Q: I have a block of hexagonal close-packed platinum in the computer, scaled to seven sizes without changing its shape. Platinum normally prefers the cubic close packing, so this is a hypothetical form. Which of these cells are squeezed, and which are stretched?

PBEsol calculations with GPAW 26.7.0 for hexagonal close-packed Pt, two atoms per cell, scaled uniformly and without spin polarisation or spin-orbit coupling. All runs use PAW data sets, a plane-wave cutoff of 600 eV, an 11 × 11 × 6 k mesh and Fermi-Dirac smearing of 0.05 eV. Pressure is positive in compression.

```
volume (Å³/atom)     c/a  shortest distance (Å)  pressure (GPa)
          13.992  1.7359                  2.650          27.050
          14.884  1.7358                  2.705           4.970
          15.345  1.7358                  2.733          -3.570
          15.815  1.7358                  2.761         -10.730
          16.294  1.7359                  2.788         -16.680
          16.782  1.7359                  2.816         -21.600
          17.789  1.7359                  2.871         -28.840
```

A: Read the sign of the pressure. A positive value means that the crystal pushes outward and would expand if released; a negative value means that it pulls inward. Only the two smallest cells push. The other five are under tension, including the cell at 15.815 Å³/atom from which the rest were scaled. Between the second and third rows the pressure passes through zero, at about 15.15 Å³/atom.

Q: Starting from that 15.815 cell, I shorten every edge by 4 %, or lengthen every edge by 4 %. Should the pressure change by the same amount?

A: It doesn't. Shortening raises the pressure by 38 GPa, while lengthening lowers it by only 18 GPa. The same step in length costs about twice as much inward as outward. When atoms approach, their electron clouds overlap more and more strongly, and the resistance grows steeply. When they separate, that resistance fades, and the bonds that hold the crystal together weaken as well.

Q: Could I still treat the metal as a spring with one stiffness?

A: Only over a narrow range of volumes. Around zero pressure, a spring gives a straight line,

P ≈ K (V₀ − V),

where P is the pressure, V the volume per atom, V₀ the volume at zero pressure and K the pressure lost per unit of added volume. The two rows on either side of zero give K:

K = (4.97 + 3.57) / (15.345 − 14.884) ≈ 18.5 GPa per Å³/atom.

For the largest cell this predicts

P ≈ 18.5 × (15.15 − 17.789) ≈ −49 GPa.

The calculation gives −29 GPa, so the spring pulls far too hard. At the smallest cell it errs the other way and pushes too weakly, by about 6 GPa. The two rows that define the line agree with it by construction and don't test it.

The bulk modulus, which is the pressure needed per fractional change of volume, tells the same story. It is about 280 GPa around zero pressure but only 124 GPa in the last interval of the stretched side. The printed analysis after this exchange gives it for every interval. The curve is smooth, but spin was switched off, so these runs couldn't have shown magnetism appearing in the stretched metal.

Q: What is actually doing the pushing?

A: Mainly the kinetic energy of the electrons. Confining an electron to less space forces its wave to vary faster, and that costs energy. The energy parts of the same runs show this cost. The runs recalculate only the 16 outer electrons of each atom and keep the inner shells frozen, so the signs of the changes are more general than their exact amounts. Going from the second cell to the smallest, the kinetic energy rises by 18.0 eV per cell of two atoms. The electrostatic energy falls by 15.3 eV, because electrons and nuclei are closer together, and the exchange-correlation energy falls by 2.5 eV. The kinetic cost wins, and the crystal resists.

On the stretched side the same contest has the other winner. From the third cell to the largest, the electrons gain room and their kinetic energy drops by 25.6 eV. The attractions that are lost, electrostatic and exchange-correlation together, amount to slightly more, so the total energy rises by 0.56 eV and the crystal pulls back. Pressure is thus a small difference between large opposing terms. These totals don't tell us which electrons, the d electrons or the more mobile s electrons, contribute most to each side.

Q: At zero pressure, then, is the crystal free of stress?

A: Not this one, because its shape was held fixed. The printed pressure is an average over three directions. Where that average vanishes, the crystal still pushes outward in the basal plane with about 1 GPa and pulls inward along the hexagonal axis with about 2 GPa. Left to itself, it would spread sideways and become shorter. That would lower c/a, the ratio of the cell's height to its base edge.

The geometry suggests why. The cells have c/a near 1.736, above the value of 1.633 at which all twelve neighbours of an atom are equally far away. In the smallest cell six neighbours lie in the plane at 2.65 Å and the other six, in the layers above and below, at 2.76 Å. It is reasonable that the shorter contacts push harder under compression. This picture doesn't explain why the imbalance disappears near 16.3 Å³/atom and then reverses, and I have no tested explanation for that.

Q: The pressures are printed to a hundredth of a GPa. How many of those digits may I use?

A: That depends on the purpose. Pressure is also the energy lost per unit of added volume, so the energies provide a second route to it. In the four intervals with the smallest volume steps, the average of the two end pressures agrees with the energy route to within 0.1 GPa. The gap is larger in the two wide intervals, as it should be for a curve that bends upward. For comparing these rows with one another at these settings, tenths of a GPa are therefore meaningful. The check can't show how much a denser k mesh would shift them, because both routes use the same mesh.

As a prediction for a real platinum crystal with this stacking and shape, the margin is much wider. Near zero pressure, an error of 1 % in the equilibrium volume shifts the pressure by 2.8 GPa, and density functionals can disagree by that much or more. The PBE functional, for example, tends to give larger equilibrium volumes than PBEsol, so it should show a higher pressure in the same cell. Spin-orbit coupling, left out here, is expected to matter less for the volume of platinum, but these runs don't test it.

Q: And if I replaced platinum by gold in the same cells?

A: Ask first how strongly the atoms bind and how much room they want. Gold has one more electron, which completes the filling of its d band. Bonding and antibonding d states are then both occupied, and most of the d bonding is lost. Gold is indeed known to be roomier and softer than platinum. In the same cell I would expect it to push outward more, with its zero of pressure at a larger volume.

Q: Which calculation should come next?

A: Repeat each volume with c/a free to adjust. The unequal stresses show that nearly every cell here would change its shape if allowed. How far that would move the zero of pressure, and how much it would soften the crystal, is the question this table leaves open.

Numerical output:

```
Interval from the previous row to this row:
     row  pressure drop per volume (GPa per Å³/atom)  bulk modulus (GPa)  mean of end pressures (GPa)  pressure from energies (GPa)
  14.884                                       24.75               357.4                        16.01                         15.38
  15.345                                       18.52                 280                          0.7                        0.6047
  15.815                                       15.23               237.3                        -7.15                        -7.223
  16.294                                       12.42               199.4                       -13.71                        -13.77
  16.782                                       10.08               166.7                       -19.14                        -19.22
  17.789                                        7.19               124.3                       -25.22                        -25.47
Each row:
     row  in-plane less axial stress (GPa)  straight-line pressure (GPa)  line less computed (GPa)
  13.992                             7.425                         21.49                    -5.556
  14.884                              3.77                          4.97                 -9.77e-15
  15.345                             2.305                         -3.57                 -9.77e-15
  15.815                             1.062                        -12.28                    -1.547
  16.294                           0.01741                        -21.15                     -4.47
  16.782                           -0.8568                        -30.19                     -8.59
  17.789                            -2.196                        -48.84                       -20
Volume at zero mean pressure by linear interpolation (Å³/atom): 15.15
Growth of shortest distance from first to last row (%): 8.34
Growth of volume from first to last row (%): 27.14
Pressure change when input cell edges shrink by 4 % (GPa): 37.78
Pressure change when input cell edges grow by 4 % (GPa): -18.11
Ratio of the sizes of these two changes: 2.086
Slope of first interval over slope of last interval: 3.443
Compression 14.884 to 13.992, kinetic energy change (eV per cell): 17.96
Compression 14.884 to 13.992, electrostatic energy change (eV per cell): -15.28
Compression 14.884 to 13.992, exchange-correlation energy change (eV per cell): -2.457
Compression 14.884 to 13.992, total free energy change (eV per cell): 0.1713
Expansion 15.345 to 17.789, kinetic energy change (eV per cell): -25.65
Expansion 15.345 to 17.789, electrostatic energy change (eV per cell): 21.86
Expansion 15.345 to 17.789, exchange-correlation energy change (eV per cell): 4.317
Expansion 15.345 to 17.789, total free energy change (eV per cell): 0.5621
Out-of-plane contact in the smallest cell (Å): 2.762
In-plane stress at zero mean pressure, interpolated (GPa): 0.9692
Axial stress at zero mean pressure, interpolated (GPa): -1.948
Pressure shift for 1 % of volume near zero pressure (GPa): 2.8
Largest gap between mean end pressure and energy result, all intervals (GPa): 0.6304
Largest such gap in the four narrow intervals (GPa): 0.09527
```
